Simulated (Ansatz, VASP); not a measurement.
HfO2 in VASP and in Ansatz

```
Hf O
1.0
     3.21878    0.00000    0.00000
    -1.60939    2.78755    0.00000
     0.00000    0.00000    5.10676
Hf O
1 2
Direct
  0.00000 0.00000 0.00000
  0.33333 0.66667 0.18901
  0.66667 0.33333 0.81099
```

Alike in both runs: functional PBEsol; k mesh 12 × 12 × 6; occupations gaussian, width 0.05 eV; no spin polarisation.

Ansatz relaxed the structure, and its values are those at the end. VASP's run is a single point on that final structure, the one shown.

|  | VASP | Ansatz |
| --- | --- | --- |
| version | VASP 6.6.1 | Ansatz 0.2.0 |
| potentials or method | VASP PAW PBE potentials, release 64 (Hf_pv, O) | scalar-relativistic, plane waves, PAW |
| plane-wave cutoff (eV) | 520 | 420 |
| valence electrons in the cell | 22 | 38 |

|  | VASP | Ansatz | Ansatz less VASP |
| --- | --- | --- | --- |
| gap on the k mesh at the Fermi level (eV) | 4.74 | 4.72 | -0.018 |
| least direct gap on the mesh (eV) | 5.00 | 4.98 | -0.016 |
| pressure (GPa) | -2.1 | 0.1 | +2.15 |
| rms of the force components (eV/Å) | 0.092 | 0.001 | -0.0909 |

The two sets of potentials don't hold the same shells in valence.

Caveats: the PAW data sets were made with another functional, which shifts forces and pressure a little (VASP); spin-orbit coupling is left out, which moves the levels of the heavy elements. A k mesh can miss the band edges. A hybrid or GW would open this gap; PBEsol tends to underestimate it.
